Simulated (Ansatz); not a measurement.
SiC (F-43m) from a database of computed structures, relaxed with r2SCAN in the PAW code Ansatz. It is cubic, F-43m (No. 216); a = 4.356 Å in the conventional setting, 10.33 Å³ an atom. Around Si lie 4 C at 1.89 Å; around C lie 4 Si at 1.89 Å.

The axes x, y and z are those of this cell:
```xyz
2
Lattice="0.0000 2.1780 2.1780 2.1780 0.0000 2.1780 2.1780 2.1780 0.0000" Properties=species:S:1:pos:R:3 pbc="T T T"
Si    1.0890    1.0890    1.0890
C     0.0000    0.0000    0.0000
```

Unstrained: With PBE the valence top lies at Γ and the conduction bottom at X, 1.358 eV higher; the smallest vertical gap, at X, is 4.547 eV. The r2SCAN gap is indirect, 1.713 eV (Γ to X), below the direct gap of 5.048 eV at X. With HSE06 the valence top lies at Γ and the conduction bottom at X, 2.227 eV higher; the smallest vertical gap, at X, is 5.720 eV. Meshes: PBE 10×10×10, r2SCAN 10×10×10, HSE06 8×8×8. Strains are changes of length per length. After each strain the atoms were relaxed again with r2SCAN within the symmetry that the strain leaves, so tilts or polar shifts that break it weren't tested; points keep the names that they have in the unstrained zone. (Simulation; spin polarisation is off.)

Question: Estimate what uniaxial +3.42 % along y, other directions held does to the gap.

Answer: PBE: the gap goes from 1.358 to 1.213 eV (-0.145 eV); with r2SCAN the top three valence levels at Γ, degenerate before, become 2+1 from the top over 249 meV. r2SCAN: the gap goes from 1.713 to 1.553 eV (-0.160 eV). HSE06: the gap goes from 2.227 to 2.065 eV (-0.162 eV). The r2SCAN energy rises by 15.3 meV an atom.

Question: One strain changed the r2SCAN stress by xx +48.30, yy +48.30, zz +48.30 GPa (compression positive) and the gap by -0.162 eV (PBE), -0.122 eV (r2SCAN), -0.113 eV (HSE06). Which kind of strain was it, and roughly how large?

Answer: Isotropic -5.11 % on every length. The pattern of the stress gives the kind; the size needs the stiffness, so it is an estimate.

Question: Apply uniaxial -2.91 % along x, other directions held. How far does the gap move, against the unstrained cell?

Answer: PBE: the gap goes from 1.358 to 1.023 eV (-0.335 eV); the X points, equivalent before, split by 274 meV, and the conduction bottom lies at those like (0, 1/2, 1/2); with r2SCAN the top three valence levels at Γ, degenerate before, become 1+2 from the top over 200 meV. r2SCAN: the gap goes from 1.713 to 1.374 eV (-0.339 eV); the X points, equivalent before, split by 285 meV, and the conduction bottom lies at those like (0, 1/2, 1/2). HSE06: the gap goes from 2.227 to 1.889 eV (-0.338 eV); the X points, equivalent before, split by 285 meV, and the conduction bottom lies at those like (0, 1/2, 1/2). The r2SCAN energy rises by 11.5 meV an atom.

Question: One strain changed the r2SCAN stress by xx -18.53, yy -18.53, zz -8.70 GPa (compression positive) and the gap by -0.309 eV (PBE), -0.344 eV (r2SCAN), -0.349 eV (HSE06). Which kind of strain was it, and roughly how large?

Answer: Biaxial +3.96 % in x and y, z held. The pattern of the stress gives the kind; the size needs the stiffness, so it is an estimate.

The meshes of the hybrids are coarse, so their gaps aren't converged to the digits shown.

The splittings at Γ are without spin-orbit coupling, which regroups them where it is of like size or larger.
